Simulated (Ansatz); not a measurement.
Wanted: the native input for an Ansatz 0.2.0 run.

- Task: relaxation of the atoms
- Functional: PBE
- Potentials or basis: all-electron LAPW, scalar-relativistic
- Basis error allowed: 0.002 eV/atom
- k mesh: 12 × 12 × 1
- Occupations: fermi-dirac, width 0.05 eV
- Spin: no spin polarisation

C, a slab with vacuum:

```
C
1.0
     2.45617    0.00000    0.00000
    -1.22809    2.12711    0.00000
     0.00000    0.00000   23.52380
C
4
Direct
  0.33333 0.66667 0.31883
  0.66667 0.33333 0.31883
  0.33333 0.66667 0.68117
  0.66667 0.33333 0.68117
```

The cell isn't the ideal one: the (0 0 1) slab of C, cut from the database cell, not relaxed.

These files were run (other wordings do the same):

input.yaml

```yaml
crystal:
  lattice:
    - [2.4561701622, 0.0, 0.0]
    - [-1.2280850811, 2.1271057565, 0.0]
    - [0.0, 0.0, 23.52380336]
  atoms:
    - { symbol: C, position: [0.33333333, 0.66666666, 0.3188259945] }
    - { symbol: C, position: [0.66666667, 0.33333334, 0.3188259945] }
    - { symbol: C, position: [0.33333333, 0.66666666, 0.6811740055] }
    - { symbol: C, position: [0.66666667, 0.33333334, 0.6811740055] }
kpoints:
  mp_grid: { grid: [12, 12, 1] }
scf:
  occupations: { method: fermi_dirac, width: 0.05 }
hamiltonian:
  xc: pbe
  pseudopotentials: { kind: all_electron, lapw: { basis_error: 0.002 } }
output:
  forces: true
  stress: true
relax:
  f_tol: 0.01
  max_steps: 60
```

Potentials or basis: all-electron LAPW, scalar-relativistic.

The run is started by

```bash
$ ansatz run input.yaml --threads 4 --pin off --max-ram 14336MiB --backend cpu --events-out ev --progress --plain --runs-dir out
```

It gave:

The energy gained by relaxing is 0.0 meV/atom and the ionic steps are 2.

Wall time 4.3 s on 4 threads of Arm Neoverse V2, with other jobs on the host, peak memory 0.66 GiB.
